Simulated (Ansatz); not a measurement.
## Magnesium (omega (AlB2-type)) across density functionals

All rows: Ansatz, plane waves with scalar-relativistic PAW, 420 eV (500 eV for the SCAN forms), relaxed under each functional, no dispersion correction, no zero-point motion. B₀ comes from uniform scaling at fixed shape; a dash is a value not given.

| functional | V (Å³/atom) | cell | B₀ (GPa) | magnetic state | ΔE to hcp (meV/atom) |
| --- | --- | --- | --- | --- | --- |
| r²SCAN | 22.85 | a = 5.078 Å, c = 3.069 Å (c/a = 0.604) | 38 | spin not included | 60 |
| PBEsol | 22.84 | a = 5.073 Å, c = 3.074 Å (c/a = 0.606) | 35 | spin not included | 56 |
| LDA | 21.93 | a = 5.005 Å, c = 3.033 Å (c/a = 0.606) | 38 | spin not included | 56 |
| revPBE | 23.92 | a = 5.150 Å, c = 3.124 Å (c/a = 0.607) | 33 | spin not included | 56 |
| RPBE | 24.06 | a = 5.160 Å, c = 3.130 Å (c/a = 0.607) | 32 | spin not included | 56 |
| BLYP | 23.95 | a = 5.143 Å, c = 3.136 Å (c/a = 0.610) | 29 | spin not included | 54 |

Question: What does PBE give?

Answer: V (Å³/atom): 23.30; cell: a = 5.106 Å, c = 3.096 Å (c/a = 0.606); B₀ (GPa): 34; magnetic state: spin not included; ΔE to hcp (meV/atom): 56.
